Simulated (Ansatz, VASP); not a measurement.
**HfO2 in VASP and in Ansatz**

Contents of POSCAR:

```
HfO2
1.0
    0.0000000000      2.5162427855      2.6420549247
    2.5162427855      0.0000000000      2.6420549247
    2.5162427855      2.5162427855      0.0000000000
Hf O
1 2
Direct
    0.0000000000      0.0000000000      0.0000000000
    0.2500000000      0.2500000000      0.2500000000
    0.7500000000      0.7500000000      0.7500000000
```

Contents of INCAR.step1:

```
SYSTEM = HfO2
PREC     = Accurate       ! precision mode
ENCUT    = 520            ! plane-wave cutoff, eV
ISMEAR   = 0              ! smearing method
SIGMA    = 0.05           ! smearing width, eV
LREAL    = .False.        ! projectors in reciprocal space
LASPH    = .True.         ! aspherical terms in the spheres
NELM     = 80             ! most SCF steps
NBANDS   = 18             ! bands
GGA      = PE             ! functional
ALGO     = Normal         ! electronic algorithm
EDIFF    = 1E-4           ! SCF threshold, eV
LWAVE    = .True.         ! write WAVECAR
LCHARG   = .False.        ! write CHGCAR
```

The input INCAR.step2:

```
SYSTEM = HfO2
PREC     = Accurate       ! precision mode
ENCUT    = 520            ! plane-wave cutoff, eV
EDIFF    = 1E-7           ! SCF threshold, eV
ISMEAR   = 0              ! smearing method
SIGMA    = 0.05           ! smearing width, eV
LREAL    = .False.        ! projectors in reciprocal space
LASPH    = .True.         ! aspherical terms in the spheres
NELM     = 80             ! most SCF steps
ALGO     = Normal         ! electronic algorithm
ISIF     = 2              ! what is computed and relaxed
LWAVE    = .False.        ! write WAVECAR
LCHARG   = .True.         ! write CHGCAR
METAGGA  = R2SCAN         ! meta-GGA
LMIXTAU  = .True.       
LELF     = .True.         ! ELF
LVHAR    = .True.       
NBANDS   = 18             ! bands
ISTART   = 1
```

The input KPOINTS:

```
regular mesh
0
Gamma
  8 8 8
  0 0 0
```

Input for Ansatz:

```yaml
crystal:
  lattice:
    - [0.0, 2.5162427855, 2.6420549247]
    - [2.5162427855, 0.0, 2.6420549247]
    - [2.5162427855, 2.5162427855, 0.0]
  atoms:
    - { symbol: Hf, position: [0.0, 0.0, 0.0] }
    - { symbol: O, position: [0.25, 0.25, 0.25] }
    - { symbol: O, position: [0.75, 0.75, 0.75] }
basis:
  ecutwfc: 500
kpoints:
  mp_grid: { grid: [8, 8, 8] }
hamiltonian:
  xc: r2scan
scf:
  occupations: { method: gaussian, width: 0.05 }
output:
  forces: true
  stress: true
  eigenvalues: true
```

Alike in both runs: task single point; functional r2SCAN; k mesh 8 × 8 × 8; occupations gaussian, width 0.05 eV; no spin polarisation.

|  | VASP | Ansatz |
| --- | --- | --- |
| version | VASP 6.6.1 | Ansatz 0.2.0 |
| potentials or method | VASP PAW PBE potentials, release 64 (Hf_pv, O) | scalar-relativistic, plane waves, PAW |
| plane-wave cutoff (eV) | 520 | 500 |
| valence electrons in the cell | 22 | 38 |

|  | VASP | Ansatz | Ansatz less VASP |
| --- | --- | --- | --- |
| gap on the k mesh at the Fermi level (eV) | 3.76 | 3.77 | +0.007 |
| least direct gap on the mesh (eV) | 3.91 | 3.91 | +0.002 |
| pressure (GPa) | -12.0 | -8.3 | +3.64 |
| largest component of the traceless stress (GPa) | 15.74 | 15.49 | -0.251 |

The functional is the same, so the differences come from potentials, cutoffs and numerics. The two sets of potentials don't hold the same shells in valence.

Caveats: the PAW data sets were made with another functional, which shifts forces and pressure a little (VASP); spin-orbit coupling is left out, which moves the levels of the heavy elements. r2SCAN opens gaps a little over a GGA but as a rule still falls short of measured ones. A k mesh can miss the band edges.
